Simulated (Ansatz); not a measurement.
The system is Cu.

```
CELL_PARAMETERS angstrom
-1.44279 1.44279 1.37608
1.44279 -1.44279 1.37608
1.44279 1.44279 -1.37608
ATOMIC_POSITIONS crystal
Cu 0.00000 0.00000 0.00000
```

This isn't the form of Cu at room conditions, which is fcc.

| Property | Result |
| --- | --- |
| Program | Ansatz 0.2.0 |
| Task | single point |
| Functional | PBEsol |
| Potentials or basis | Ansatz PAW |
| Cutoff | 420 eV (not typed: the program's choice for these potentials) |
| k mesh | 13 × 13 × 13 |
| Occupations | fermi-dirac, width 0.05 eV |
| Spin | no spin polarisation |

On this cell: pressure -1.4 GPa; band gap on the k mesh none (metal or under the smearing width).

The same run follows on a disturbed copy (cell strained at random at fixed volume):

```
CELL_PARAMETERS angstrom
-1.41080 1.44162 1.36674
1.39194 -1.45455 1.36053
1.46098 1.50473 -1.38030
ATOMIC_POSITIONS crystal
Cu 0.01879 0.00286 0.01439
```

Task: What does the disturbed cell give?

Result: The energy (extrapolated to zero smearing) moves by +4.7 meV/atom; pressure -1.0 GPa; band gap on the k mesh none (metal or under the smearing width).

Stress tensor (GPa, compression positive):
```
-2.30 -4.43  1.36
-4.43  0.03  0.89
 1.36  0.89 -0.85
```

Caveats: the PAW data sets come from PBE, with cores solved anew for the run's functional, which leaves a small shift of forces and pressure.
